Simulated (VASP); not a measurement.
Sn in VASP 6.6.1, single-point calculation

INCAR

```
ISMEAR = -1
ISIF = 2
ALGO = Normal
SIGMA = 0.2
NELM = 120
METAGGA = R2SCAN
LCHARG = .FALSE.
EDIFF = 1E-7
LWAVE = .FALSE.
NBANDS = 21
IBRION = -1
PREC = Accurate
LREAL = .FALSE.
ENCUT = 520
LASPH = .TRUE.
NSW = 0
```

KPOINTS

```
KPOINTS created by Atomic Simulation Environment
0
Gamma
6 6 6
0 0 0
```

POSCAR

```
Sn
 1.0000000000000000
     0.0000000000000000    3.2844597813481733    3.2844597813481733
     3.2844597813481733   -0.0000000000000000    3.2844597813481733
     3.2844597813481733    3.2844597813481733   -0.0000000000000000
 Sn
   2
Cartesian
 -0.0000000000000000 -0.0000000000000000 -0.0000000000000000
  1.6422298906740866  1.6422298906740866  1.6422298906740866
```

The recommended PBE PAW datasets give the neutral cell 28 valence electrons.

Command

```
mpirun -np 1 vasp_std
```

Q: Predict the outcome of this run.

A: It converged. Results: gap between bands v and c on the k mesh 0.00 eV; least direct gap on the k mesh 0.00 eV; pressure 0.2 GPa. Band v is the last that the valence electrons fill when counted band by band, and c is the next.

OSZICAR

```
N       E                     dE             d eps       ncg     rms          rms(c)
DAV:   1     0.186480011077E+03    0.18648E+03   -0.14700E+04   682   0.191E+03
DAV:   2    -0.269593708418E+02   -0.21344E+03   -0.20916E+03   677   0.461E+02
DAV:   3    -0.527641210174E+02   -0.25805E+02   -0.25630E+02   767   0.146E+02
DAV:   4    -0.536683485484E+02   -0.90423E+00   -0.90371E+00   772   0.303E+01
DAV:   5    -0.537082430253E+02   -0.39894E-01   -0.39893E-01  1011   0.590E+00    0.467E+00
DAV:   6    -0.494804776117E+02    0.42278E+01   -0.10763E+00   722   0.164E+01    0.230E+00
DAV:   7    -0.494775659964E+02    0.29116E-02   -0.50413E-02   837   0.203E+00    0.986E-01
DAV:   8    -0.494804383960E+02   -0.28724E-02   -0.16205E-02   875   0.756E-01    0.982E-02
DAV:   9    -0.494805189650E+02   -0.80569E-04   -0.35027E-03   868   0.898E-01    0.458E-02
DAV:  10    -0.494805428049E+02   -0.23840E-04   -0.13392E-04   785   0.114E-01    0.176E-02
DAV:  11    -0.494805396218E+02    0.31831E-05   -0.11359E-04   940   0.142E-01    0.155E-02
DAV:  12    -0.494805391551E+02    0.46679E-06   -0.40646E-06   842   0.187E-02    0.647E-03
DAV:  13    -0.494805365081E+02    0.26469E-05   -0.36595E-06   915   0.277E-02    0.569E-04
DAV:  14    -0.494805365028E+02    0.53301E-08   -0.82834E-08   472   0.293E-03
   1 F= -.49480537E+02 E0= -.49459844E+02  d E =-.413853E-01
```

For comparison, a separate r²SCAN run of the intended cell, on usual settings and not on those above, gives a gap of 0.00 eV on its mesh and a pressure of 0.0 GPa.
